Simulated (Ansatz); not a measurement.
# Group exchange: C3H8S + CH4S2 → C3H8S2 + CH4S

Species: C3H8S (1-propanethiol) `CCCS`, singlet; CH4S2 `CSS`, singlet; C3H8S2 (1,3-propanedithiol) `SCCCS`, singlet; CH4S (methanethiol) `CS`, singlet. The partners trade H for SH: C–H and S–SH bonds give way to C–SH and S–H.

Shapes, held fixed at every level: PBE0-D4/def2-TZVP. Flexible molecules stand in one conformer, not always the lowest. Programs: Ansatz 0.2.0. Electronic energies: no zero-point or thermal term.

```tsv
level	kind	ΔE (kJ/mol)	less CCSD(T)/CBS estimate	CPU time (sum over the molecules)
B3LYP-D4/def2-TZVPP	global hybrid	+29.2	+6.9	49 s
PBE0-D4/def2-TZVPP	global hybrid	+27.9	+5.6	32 s
wB97M-V/def2-TZVPP	range-separated hybrid	+24.0	+1.7	1.9 min
wB97X-V/def2-TZVPP	range-separated hybrid	+21.9	-0.4	78 s
MP2/def2-TZVPP	perturbation theory	+18.4	-3.9	–
CCSD(T)/def2-TZVPP	coupled cluster or CI	+17.2	-5.1	16 min
CCSD(T)/CBS estimate	coupled cluster or CI	+22.3	0.0	20 min
```

The highest level, CCSD(T)/CBS estimate, gives ΔE = +22.3 kJ/mol; the levels span +17.2 to +29.2. The column of differences is taken from that level and isn't an error. No measured value is set beside it here. The CBS estimate extrapolates MP2 from def2-TZVPP and def2-QZVPP and adds CCSD(T) − MP2 in the triple-zeta set, cores frozen. Times are processor times on shared x86 and Arm servers, and rough.
